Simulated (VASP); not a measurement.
# I (Fmmm) in VASP: further runs, part 2 of 2

VASP 6.6.1.

## 3. Optical spectrum, optB88-vdW, spin-orbit coupling, no magnetisation

Input file INCAR:

```
SYSTEM = I
PREC = Accurate
ENCUT = 520
EDIFF = 1E-6
ISMEAR = 0
SIGMA = 0.1
LREAL = .FALSE.
LASPH = .TRUE.
NELM = 100
ALGO = Fast
ISIF = 2
LWAVE = .FALSE.
LCHARG = .FALSE.
MAGMOM = 0 0 0
LORBIT = 11
LSORBIT = .TRUE.
GGA_COMPAT = .FALSE.
GGA = BO
LUSE_VDW = .TRUE.
AGGAC = 0.0
PARAM1 = 0.1833333333
PARAM2 = 0.22
LOPTICS = .TRUE.
NBANDS = 55
NEDOS = 1000
CSHIFT = 0.1
```

Input file KPOINTS:

```
regular mesh
0
Monkhorst
  7 7 7
  0 0 0
```

Input file POSCAR:

```
I
1.0
    0.0000000000      2.3656004428      3.9098401324
    2.1922454667      0.0000000000      3.9098401324
    2.1922454667      2.3656004428      0.0000000000
I
1
Cartesian
    0.0000000000      0.0000000000      0.0000000000
```

Potentials or basis: VASP PAW PBE potentials, release 64 (I).

Started as:

```console
> cat potpaw_PBE.64/I/POTCAR > POTCAR
> mpirun -np 1 vasp_ncl > vasp.out
```

OUTCAR:

```text
SYSTEM = I
   PREC = Accurate
   ENCUT = 520
   EDIFF = 1E-6
   ISMEAR = 0
   LREAL = .FALSE.
   LASPH = .TRUE.
   NELM = 100
   ISIF = 2
   LORBIT = 11
   LSORBIT = .TRUE.
   GGA = BO

 ion  position               nearest neighbor table
   1  0.000  0.000  0.000-

  LATTYP: Found a face centered orthorhombic cell.
 ALAT       =     4.3844909334
 B/A-ratio  =     1.0790764441
 C/A-ratio  =     1.7834864717

  Lattice vectors:

 A1 = (   0.0000000000,   2.3656004428,   3.9098401324)
 A2 = (   2.1922454667,   0.0000000000,   3.9098401324)
 A3 = (   2.1922454667,   2.3656004428,   0.0000000000)

Analysis of symmetry for initial positions (statically):
=====================================================================
 Subroutine PRICEL returns:
 Original cell was already a primitive cell.

 Routine SETGRP: Setting up the symmetry group for a
 face centered orthorhombic supercell.

 Subroutine GETGRP returns: Found  8 space group operations
 (whereof  8 operations were pure point group operations)
 out of a pool of  8 trial point group operations.

The static configuration has the point symmetry D_2h.

Analysis of symmetry for dynamics (positions and initial velocities):
=====================================================================
 Subroutine PRICEL returns:
 Original cell was already a primitive cell.

 Routine SETGRP: Setting up the symmetry group for a
 face centered orthorhombic supercell.

 Subroutine GETGRP returns: Found  8 space group operations
 (whereof  8 operations were pure point group operations)
 out of a pool of  8 trial point group operations.

The dynamic configuration has the point symmetry D_2h.

Analysis of structural, dynamic, and magnetic symmetry:
=====================================================================
 Subroutine PRICEL returns:
 Original cell was already a primitive cell.

 Routine SETGRP: Setting up the symmetry group for a
 face centered orthorhombic supercell.

 Subroutine GETGRP returns: Found  8 space group operations
 (whereof  8 operations were pure point group operations)
 out of a pool of  8 trial point group operations.

The overall configuration has the point symmetry D_2h.

 Subroutine INISYM returns: Found  8 space group operations
 (whereof  8 operations are pure point group operations),
 and found     1 'primitive' translations

----------------------------------------------------------------------------------------

                                     Primitive cell

[... 701 lines left out ...]
     2.192245467  0.000000000  3.909840132     0.228076649 -0.211362828  0.127882467
     2.192245467  2.365600443  0.000000000     0.228076649  0.211362828 -0.127882467

 POSITION                                       TOTAL-FORCE (eV/Angst)
 -----------------------------------------------------------------------------------
      0.00000      0.00000      0.00000         0.000000      0.000000      0.000000
 -----------------------------------------------------------------------------------
    total drift:                               -0.000000      0.000000      0.000000

  FREE ENERGIE OF THE ION-ELECTRON SYSTEM (eV)
  ---------------------------------------------------
  free  energy   TOTEN  =         0.3804002887 eV

  energy  without entropy=        0.3848667995  energy(sigma->0) =        0.38263354

Total vdW correction in eV:      1.3881510

 electrical conductivity sigma (Mega S m-1) (frequency dependency in vasprun.xml)
  --------------------------------------------------------------------------------------
       0.265       0.000       0.000
       0.000       0.245       0.000
       0.000       0.000       0.001

  frequency dependent IMAGINARY DIELECTRIC FUNCTION (independent particle, no local field effects) density-density
     E(ev)      X         Y         Z        XY        YZ        ZX
  --------------------------------------------------------------------------------------------------------------
     0.00000     0.00000     0.00000     0.00000     0.00000     0.00000     0.00000
     0.61800    26.53401     0.12848     0.06962     0.00000     0.00000     0.00000
     1.23600     1.21789     0.47682     0.05283     0.00000     0.00000     0.00000
     1.85399     6.44982     7.70229     0.31400     0.00000     0.00000     0.00000
     2.47199     0.56658     0.84373     0.09280    -0.00000     0.00000     0.00000
     3.08999     0.59565     0.22417     0.13884    -0.00000     0.00000     0.00000
[... 92 lines left out ...]
    60.56382     0.00019     0.00017     0.00024     0.00000     0.00000     0.00000
    61.18182     0.00018     0.00017     0.00023     0.00000     0.00000     0.00000

  frequency dependent      REAL DIELECTRIC FUNCTION (independent particle, no local field effects) density-density
     E(ev)        X           Y           Z          XY          YZ          ZX
  --------------------------------------------------------------------------------------------------------------
     0.00000    18.00016     4.29673     3.76859     0.00000     0.00000     0.00000
     0.61800     2.85042     4.48633     3.73292     0.00000     0.00000     0.00000
     1.23600     1.10408     5.65278     3.88207     0.00000     0.00000     0.00000
     1.85399     2.27866     3.01076     3.77545     0.00000     0.00000     0.00000
     2.47199     0.71676     0.80387     3.79056    -0.00000     0.00000     0.00000
     3.08999     2.27324     2.10914     4.04295    -0.00000     0.00000     0.00000
[... 92 lines left out ...]
    60.56382     0.94669     0.95092     0.93100    -0.00000     0.00000     0.00000
    61.18182     0.94781     0.95196     0.93246    -0.00000     0.00000     0.00000

  frequency dependent IMAGINARY DIELECTRIC FUNCTION (independent particle, no local field effects) current-current
     E(ev)      X         Y         Z        XY        YZ        ZX
  --------------------------------------------------------------------------------------------------------------
     0.00000    58.59110    10.71430     8.97735    -0.00000     0.00000     0.00000
     0.61800    25.60084     1.25912     0.94756    -0.00000     0.00000     0.00000
     1.23600     1.22469     1.24863     0.52119    -0.00000     0.00000     0.00000
     1.85399     6.59276     7.89158     0.61243    -0.00000     0.00000     0.00000
     2.47199     0.53668     0.81530     0.31806     0.00000     0.00000     0.00000
     3.08999     0.68650     0.29741     0.33639    -0.00000     0.00000     0.00000
[... 92 lines left out ...]
    60.56382     0.00001     0.00001     0.00001     0.00000     0.00000     0.00000
    61.18182     0.00001     0.00001     0.00001     0.00000     0.00000     0.00000

  frequency dependent      REAL DIELECTRIC FUNCTION (independent particle, no local field effects) current-current
     E(ev)        X           Y           Z          XY          YZ          ZX
  --------------------------------------------------------------------------------------------------------------
     0.00000    16.77442     4.28462     3.76291    -0.00000     0.00000     0.00000
     0.61800    -7.80171     4.45087     3.70968    -0.00000     0.00000     0.00000
     1.23600     1.06092     5.60589     3.87683    -0.00000     0.00000     0.00000
     1.85399     1.44171     1.98489     3.73974     0.00000     0.00000     0.00000
     2.47199     0.70146     0.74633     3.78458     0.00000     0.00000     0.00000
     3.08999     2.24323     2.09929     4.03459     0.00000     0.00000     0.00000
[... 92 lines left out ...]
    60.56382     0.94671     0.95092     0.93101    -0.00000     0.00000     0.00000
    61.18182     0.94784     0.95196     0.93246    -0.00000     0.00000     0.00000

 Spin-Orbit-Coupling matrix elements

 Ion:    1  E_soc:     -0.3507467
 l=   1
     0.0000000    -0.0584079    -0.0594221
    -0.0584079     0.0000000    -0.0572728
    -0.0594221    -0.0572728     0.0000000
 l=   2
     0.0000000    -0.0000365     0.0000000    -0.0000420    -0.0001270
    -0.0000365     0.0000000    -0.0000374    -0.0000031     0.0000041
     0.0000000    -0.0000374     0.0000000    -0.0000382     0.0000000
    -0.0000420    -0.0000031    -0.0000382     0.0000000     0.0000096
    -0.0001270     0.0000041     0.0000000     0.0000096     0.0000000
 l=   3
     0.0000000     0.0000000     0.0000000     0.0000000     0.0000000     0.0000000     0.0000000
     0.0000000     0.0000000     0.0000000     0.0000000     0.0000000     0.0000000     0.0000000
     0.0000000     0.0000000     0.0000000     0.0000000     0.0000000     0.0000000     0.0000000
     0.0000000     0.0000000     0.0000000     0.0000000     0.0000000     0.0000000     0.0000000
     0.0000000     0.0000000     0.0000000     0.0000000     0.0000000     0.0000000     0.0000000
     0.0000000     0.0000000     0.0000000     0.0000000     0.0000000     0.0000000     0.0000000
     0.0000000     0.0000000     0.0000000     0.0000000     0.0000000     0.0000000     0.0000000

 total charge

# of ion       s       p       d       tot
------------------------------------------
    1        1.557   2.610   0.027   4.193

 magnetization (x)

# of ion       s       p       d       tot
------------------------------------------
    1        0.000   0.000   0.000   0.000

 magnetization (y)

# of ion       s       p       d       tot
------------------------------------------
    1        0.000   0.000   0.000   0.000

 magnetization (z)

# of ion       s       p       d       tot
------------------------------------------
    1        0.000   0.000   0.000   0.000
```

Wall time 7 min (1 thread of Intel Xeon Platinum 8259CL at 2.50GHz (Skylake/Cascade Lake), shared host); peak memory 0.66 GiB.

Results:

```yaml
Free_energy: 0.3804 eV
Pressure: 0.7 GPa
Valence_electrons_inside_the_program's_atomic_spheres: I 4.19
```

Stress tensor (GPa, compression positive):
```
 1.58  0.00  0.00
 0.00  1.45  0.00
 0.00  0.00 -0.82
```

Dielectric function (mean over the directions given):
| energy (eV) | real part | imaginary part |
| --- | --- | --- |
| 0.31 | 10.13 | 1.98 |
| 0.93 | 1.44 | 1.38 |
| 1.61 | 5.15 | 2.20 |
| 2.29 | 1.25 | 0.85 |
| 2.97 | 2.68 | 0.22 |
| 3.65 | 3.01 | 0.14 |
| 4.33 | 3.50 | 0.11 |
| 5.01 | 4.07 | 0.34 |
| 5.69 | 4.71 | 0.55 |
| 6.37 | 6.89 | 1.09 |
| 7.05 | 5.56 | 7.91 |
| 7.72 | 1.69 | 4.59 |
| 8.40 | 0.54 | 3.51 |
| 9.08 | 0.76 | 3.22 |
| 9.76 | 2.10 | 3.02 |
| 10.44 | -0.13 | 5.43 |
| 11.12 | -1.81 | 2.33 |
| 11.80 | -0.79 | 1.41 |
| 12.48 | -0.75 | 1.80 |
| 13.16 | -0.80 | 1.17 |
| 13.84 | -0.25 | 0.87 |
| 14.52 | -0.35 | 0.85 |
| 15.20 | -0.19 | 0.71 |
| 15.88 | -0.07 | 0.65 |
| 16.56 | 0.03 | 0.40 |
| 17.24 | 0.06 | 0.55 |
| 17.92 | 0.10 | 0.42 |
| 18.60 | 0.16 | 0.31 |
| 19.28 | 0.18 | 0.28 |
| 19.96 | 0.25 | 0.16 |

Caveat: spectra need much finer meshes, so this one isn't converged; independent-particle spectra lack excitons; the PAW data sets were made with another functional, which shifts forces and pressure a little.
